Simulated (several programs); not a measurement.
What each method gives for LiCl (Fm-3m)

Measured values to be reproduced:
- volume: 16.99 Å³ an atom (from the lattice constants; cubic cell parameter; 300 K; “Pseudo-ternary LiBH4-LiCl-P2S5 system as structurally disordered bulk electrolyte for all-solid-state lithium batteries”; Apparently the LiCl phase refined within a ball-milled multiphase composite, not a separate pure sample; temperature not stated, presumably …; 2020; arxiv:2006.02360)

A 2-atom cell of LiCl started from a crystallographic database, relaxed with r2SCAN in Ansatz, was computed with several methods. The symmetry is Fm-3m (No. 225, cubic); a = 5.112 Å in the conventional setting, 16.70 Å³ an atom. Li is surrounded by 6 Cl at 2.56 Å; Cl is surrounded by 6 Li at 2.56 Å. Calculated for a static, non-magnetic cell.

```yaml
crystal:
  lattice:
    - [0.00000, 2.55603, 2.55603]
    - [2.55603, 0.00000, 2.55603]
    - [2.55603, 2.55603, 0.00000]
  atoms:
    - { symbol: Li, position: [0.00000, 0.00000, 0.00000] }
    - { symbol: Cl, position: [0.50000, 0.50000, 0.50000] }
```

Gaps and times are for a single point on this cell; volume and bulk modulus come from each method's own relaxation or energy curve at fixed shape. Times are rough, from shared hosts (Arm Neoverse V1; Arm Neoverse V2; Intel Xeon 6975P-C), and each method has its own mesh and cell size. PM6 (MOPAC), PM7 (MOPAC), GFN1-xTB (tblite), GFN2-xTB (tblite) treat a cluster of cells at its zone centre, which samples few k points: where these miss a band edge, the gap comes out too large for that reason alone. Gaps from k meshes are read at a limited set of points (mesh, symmetry points, PBE's band edges), so each method's own least gap may be somewhat smaller. Force fields have no electrons; where one was fitted to this phase, its volume and modulus reflect the fit. xTB and the PM methods were fitted mostly to molecules, and can miss a solid's gap by electronvolts. Minimal bases can be far off for gaps. Times of the plane-wave rungs are withheld (a dash), since they come from other jobs, hosts and meshes; the meshes of hybrids and Hartree-Fock don't converge their gaps to the digits shown. GLLB-SC's gap includes the derivative discontinuity. G0W0 is at finite bands, cutoff and mesh. d marks a direct gap, i an indirect one (no mark: not told apart), a dash a value that wasn't computed or didn't pass its checks.

```csv
method,kind,gap (eV),own volume (Å³/atom),bulk modulus (GPa),atoms computed,processor time
PBEsol,semilocal,–,16.24,–,2,–
ffield.eim (LAMMPS),force field,–,–,–,2,0.13 s
"light PBE (260 eV, its own mesh)",light plane-wave,6.39 i,–,–,2,0.46 s
LDA,semilocal,6.04 i,15.30,–,2,–
PBE,semilocal,6.38 d,17.08,32,2,–
r2SCAN,semilocal,7.29 d,16.70,35,2,–
PBE/single zeta (GPAW),small basis,5.53 d,–,–,2,3.1 s
GFN1-xTB (tblite),tight binding,4.19,15.20,44,cluster,4.4 s
PM7 (MOPAC),semi-empirical,5.92,–,–,cluster,5.8 s
PM6 (MOPAC),semi-empirical,10.03,–,–,cluster,6.5 s
GLLB-SC (GPAW),model potential,10.47,–,–,2,7.5 s
PBE/SZV (CP2K),small basis,5.88 d,–,–,2,7.5 s
GFN2-xTB (tblite),tight binding,4.61,16.44,39,cluster,7.5 s
G0W0@LDA (140 eV screening cutoff),many-body,8.68,–,–,2,–
G0W0@r2SCAN (180 eV screening cutoff),many-body,9.37,–,–,2,–
PBE/DZVP (CP2K),small basis,6.31 i,17.14,32,2,15 s
LC-ωPBE,hybrid,13.23 d,–,–,2,–
PBE0,hybrid,8.50 d,–,–,2,–
HSE06,hybrid,7.79 d,16.72,–,2,–
DDH-PBE0,hybrid,9.25 d,–,–,2,–
G0W0@PBE (260 eV screening cutoff),many-body,8.98,–,–,2,–
Hartree-Fock,exact exchange,15.32 d,–,–,2,–
G0W0@HSE06 (180 eV screening cutoff),many-body,9.54,–,–,2,–
G0W0@PBE0 (180 eV screening cutoff),many-body,9.75,–,–,2,–
```

Against HSE06 (7.79 eV) the nearest gap at the points sampled is that of r2SCAN (-0.49 eV) and the farthest that of Hartree-Fock (+7.54 eV). HSE06 is only a yardstick of convenience: for gaps this wide it usually falls short of measured ones, so a larger value can be the better one.

Volumes against r2SCAN's: PBEsol -2.8 %, LDA -8.4 %, PBE +2.3 %, GFN1-xTB (tblite) -9.0 %, GFN2-xTB (tblite) -1.5 %, PBE/DZVP (CP2K) +2.6 %, HSE06 +0.1 %.

Comparison with experiment:
- Volume, measured 16.99 Å³ an atom: PBEsol -4.5 %, LDA -10.0 %, PBE +0.5 %, r2SCAN -1.7 %, GFN1-xTB (tblite) -10.5 %, GFN2-xTB (tblite) -3.2 %, PBE/DZVP (CP2K) +0.8 %, HSE06 -1.6 %.
The calculations are for a static lattice; samples hold vibrations, temperature and, in optical gaps, excitons. A measured value is shown where most reports agree with it, and only for the quantities listed.
